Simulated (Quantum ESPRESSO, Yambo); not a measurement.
An input for Quantum ESPRESSO 7.5 (CdTe (F-43m)):

```
&control
  calculation = 'scf'
  prefix = 'x'
  outdir = 'o'
  pseudo_dir = 'pseudo'
/
&system
  ibrav = 0
  nat = 2
  ntyp = 2
  ecutwfc = 94.0
  nbnd = 27
  force_symmorphic = .true.
/
&electrons
  conv_thr = 1e-10
  electron_maxstep = 80
  mixing_beta = 0.5
/
ATOMIC_SPECIES
  Cd 112.41 Cd.upf
  Te 127.6 Te.upf
CELL_PARAMETERS angstrom
  0.0000000000 3.2400000000 3.2400000000
  3.2400000000 0.0000000000 3.2400000000
  3.2400000000 3.2400000000 0.0000000000
ATOMIC_POSITIONS crystal
  Cd 0.0000000000 0.0000000000 0.0000000000
  Te 0.2500000000 0.2500000000 0.2500000000
K_POINTS automatic
  6 6 6 0 0 0
```

```sh
OMP_NUM_THREADS=1 mpirun -n 4 pw.x -nk 4 -in pw.in > pw.out
```

Q: Estimate wall time and host memory on 4 MPI ranks of Arm Neoverse V1, shared host.

It took 18 s; on shared hardware allow 8.8 s to 35 s. Peak host memory was 0.4 GiB.

[Paths, hosts, dates, memory and timing lines, banners, echoed tables and standing remarks are left out of the program output.]

[Logs are printed without paths, hosts, clocks, repeated set-up lines and the standing remarks that a program may print on its own settings, such as how far it seeks lower states.]

[Runs of the session that timed out or met a known fault of the program may be left out.]

[Hosts, paths, dates, database ids (printed as entryN), source tags and the programs' standing remarks are cut or masked in the printed files.]
